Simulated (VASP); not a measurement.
# GaSb in VASP 6.6.1, single-point calculation

INCAR

```
PREC = Accurate
ISMEAR = -1
IBRION = -1
NELM = 120
LASPH = .TRUE.
LREAL = .FALSE.
LCHARG = .FALSE.
LWAVE = .FALSE.
EDIFF = 1E-7
ISIF = 2
ENCUT = 300
NBANDS = 16
ISYM = 0
GGA = PE
NSW = 0
SIGMA = 0.02
```

KPOINTS

```
KPOINTS created by Atomic Simulation Environment
0
Gamma
4 4 4
0 0 0
```

POSCAR

```
Ga Sb
 1.0000000000000000
     0.0000000000000000    3.0658788003000002    3.2495249404000002
     3.0658788003000002    0.0000000000000000    3.2495249404000002
     3.0658788003000002    3.0658788003000002    0.0000000000000000
 Ga  Sb
   1   1
Cartesian
  0.0000000000000000  0.0000000000000000  0.0000000000000000
  1.5329394001500001  1.5329394001500001  1.6247624702000001
```

The recommended PBE PAW datasets give the neutral cell 18 valence electrons.

Command

```
mpirun -np 1 vasp_std
```

Problem. Predict the outcome of this run.

Solution. It converged. Results: gap between bands v and c on the k mesh 0.00 eV; least direct gap on the k mesh 0.00 eV; pressure -0.2 GPa. Band v is the last that the valence electrons fill when counted band by band, and c is the next.

OSZICAR

```
N       E                     dE             d eps       ncg     rms          rms(c)
DAV:   1     0.662445507974E+02    0.66245E+02   -0.66723E+03  1168   0.100E+03
DAV:   2    -0.235018802098E+01   -0.68595E+02   -0.66494E+02  1368   0.226E+02
DAV:   3    -0.715383462283E+01   -0.48036E+01   -0.47960E+01  1416   0.543E+01
DAV:   4    -0.722648524378E+01   -0.72651E-01   -0.72643E-01  1504   0.753E+00
DAV:   5    -0.722813293647E+01   -0.16477E-02   -0.16477E-02  1448   0.966E-01    0.298E+00
DAV:   6    -0.718313186204E+01    0.45001E-01   -0.68209E-02  1520   0.366E+00    0.179E+00
DAV:   7    -0.717216997875E+01    0.10962E-01   -0.41384E-02  1472   0.143E+00    0.381E-01
DAV:   8    -0.717364084046E+01   -0.14709E-02   -0.49959E-03  1456   0.738E-01    0.837E-02
DAV:   9    -0.717426334428E+01   -0.62250E-03   -0.76180E-04  1400   0.228E-01    0.324E-02
DAV:  10    -0.717437313184E+01   -0.10979E-03   -0.11048E-04  1480   0.542E-02    0.111E-02
DAV:  11    -0.717438495579E+01   -0.11824E-04   -0.18937E-05  1400   0.317E-02    0.646E-03
DAV:  12    -0.717438661922E+01   -0.16634E-05   -0.30071E-06  1472   0.872E-03    0.467E-03
DAV:  13    -0.717438614080E+01    0.47842E-06   -0.26475E-07  1416   0.452E-03    0.452E-04
DAV:  14    -0.717438613546E+01    0.53428E-08   -0.11945E-08  1176   0.801E-04
   1 F= -.71743861E+01 E0= -.71739245E+01  d E =-.923343E-03
```

These settings aren't sound, so the numbers aren't properties of the crystal.

On sound settings PBE gives a gap of 0.00 eV on its mesh and a pressure of -0.7 GPa for the intended cell.
